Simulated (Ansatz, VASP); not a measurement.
## Mg: VASP beside Ansatz

The input INCAR:

```
SYSTEM = Mg
  PREC = Accurate
  ENCUT = 520
  EDIFF = 1E-6
  ISMEAR = -1
  SIGMA = 0.05
  LREAL = .FALSE.
  LASPH = .TRUE.
  NELM = 60
  ALGO = Fast
  ISIF = 2
  LWAVE = .FALSE.
  LCHARG = .FALSE.
  GGA = RP
  NBANDS = 9
```

The input KPOINTS:

```
regular mesh
0
G
  6 6 3
  0 0 0
```

Contents of POSCAR:

```
Mg
1.0
    3.2093000000      0.0000000000      0.0000000000
   -1.6046500000      2.7793353284      0.0000000000
    0.0000000000      0.0000000000      5.2103000000
Mg
2
Direct
    0.6666666667      0.3333333333      0.7500000000
    0.3333333333      0.6666666667      0.2500000000
```

The input input.yaml:

```yaml
crystal:
  lattice:
    - [3.2093, 0.0, 0.0]
    - [-1.60465, 2.7793353284, 0.0]
    - [0.0, 0.0, 5.2103]
  atoms:
    - { symbol: Mg, position: [0.6666666667, 0.3333333333, 0.75] }
    - { symbol: Mg, position: [0.3333333333, 0.6666666667, 0.25] }
hamiltonian:
  xc: rpbe
  pseudopotentials: { kind: paw }
kpoints:
  mp_grid: { grid: [6, 6, 3] }
  band_path:
    path:
      - [[0.0, 0.0, 0.0], [0.5, 0.0, 0.0], [0.3333333333, 0.3333333333, 0.0], [0.0, 0.0, 0.0], [0.0, 0.0, 0.5], [0.5, 0.0, 0.5], [0.3333333333, 0.3333333333, 0.5], [0.0, 0.0, 0.5]]
      - [[0.5, 0.0, 0.5], [0.5, 0.0, 0.0]]
      - [[0.3333333333, 0.3333333333, 0.0], [0.3333333333, 0.3333333333, 0.5]]
    npoints: 14
scf:
  occupations: { method: fermi_dirac, width: 0.05 }
  n_extra_bands: 6
output:
  forces: true
  stress: true
  eigenvalues: true
  fatbands: false
```

Alike in both runs: functional RPBE; k mesh 6 × 6 × 3; occupations fermi-dirac, width 0.05 eV; no spin polarisation.

|  | VASP | Ansatz |
| --- | --- | --- |
| version | VASP 6.6.1 | Ansatz 0.2.0 |
| potentials or method | VASP PAW PBE potentials, release 64 (Mg) | Ansatz PAW |
| plane-wave cutoff (eV) | 520 | 420 |
| valence electrons in the cell | 4 | 20 |
| task | single point | band structure |

```csv
,VASP,Ansatz,Ansatz less VASP
gap on the k mesh at the Fermi level (eV),none,none,-
pressure (GPa),0.6,0.8,+0.20
largest component of the traceless stress (GPa),0.12,0.13,+0.008
```

A gap of «none» marks a metal or a gap that the smearing closes. The two sets of potentials don't hold the same shells in valence.

Caveats: the k mesh is coarse (spacing up to 0.40 Å⁻¹), so the values aren't converged; the PAW data sets were made with another functional, which shifts forces and pressure a little (VASP); the PAW data sets come from PBE, with cores solved anew for the run's functional, which leaves a small shift of forces and pressure (Ansatz).
